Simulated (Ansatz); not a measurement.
CaSe in the rocksalt structure, relaxed with r2SCAN in Ansatz. It is cubic, Fm-3m (No. 225); conventional cell a = 5.935 Å, 26.13 Å³ an atom. Ca is surrounded by 6 Se at 2.97 Å; Se is surrounded by 6 Ca at 2.97 Å.

The axes x, y and z are those of this cell:
```
Ca Se
1.0
     0.00000    2.96754    2.96754
     2.96754    0.00000    2.96754
     2.96754    2.96754    0.00000
Ca Se
1 1
Direct
  0.00000 0.00000 0.00000
  0.50000 0.50000 0.50000
```

Unstrained: With PBE the valence top lies at Γ and the conduction bottom at X, 2.057 eV higher; the smallest vertical gap, at X, is 2.980 eV. The r2SCAN gap is indirect, 2.518 eV (Γ to X), below the direct gap of 3.458 eV at X. With HSE06 the valence top lies at Γ and the conduction bottom at X, 2.999 eV higher; the smallest vertical gap, at X, is 4.032 eV. Meshes: PBE 8×8×8, r2SCAN 8×8×8, HSE06 6×6×6. Strains are changes of length per length. After each strain the atoms were relaxed again with r2SCAN within the symmetry that the strain leaves, so tilts or polar shifts that break it weren't tested; points keep the names that they have in the unstrained zone. The values are computed, spin-unpolarised, and not measurements.

Task: One strain changed the r2SCAN stress by xx +2.64, yy +2.64, zz +2.64, xy +0.87, xz +0.87, yz +0.87 GPa (compression positive) and the gap by -0.293 eV (PBE), -0.302 eV (r2SCAN), -0.317 eV (HSE06). Which kind of strain was it, and roughly how large?

Result: Uniaxial -4.56 % along [111], other directions held. The pattern of the stress gives the kind; the size needs the stiffness, so it is an estimate.

Task: Apply biaxial +4.09 % in x and y, z held. How far does the gap move, against the unstrained cell?

Result: PBE: the gap goes from 2.057 to 2.204 eV (+0.147 eV). r2SCAN: the gap goes from 2.518 to 2.663 eV (+0.145 eV). HSE06: the gap goes from 2.999 to 3.150 eV (+0.151 eV). The r2SCAN energy rises by 32.1 meV an atom.

Task: Estimate what epitaxial +4.25 % in the plane normal to [111], free normal strain -3.02 % does to the gap.

Result: PBE: the gap goes from 2.057 to 1.909 eV (-0.148 eV); with r2SCAN the top three valence levels at Γ, degenerate before, become 1+2 from the top over 369 meV. r2SCAN: the gap goes from 2.518 to 2.359 eV (-0.159 eV). HSE06: the gap goes from 2.999 to 2.844 eV (-0.155 eV). The r2SCAN energy rises by 27.6 meV an atom.

Spin-orbit coupling is left out.

The meshes of the hybrids are coarse, so their gaps aren't converged to the digits shown.

The splittings at Γ are without spin-orbit coupling, which regroups them where it is of like size or larger.
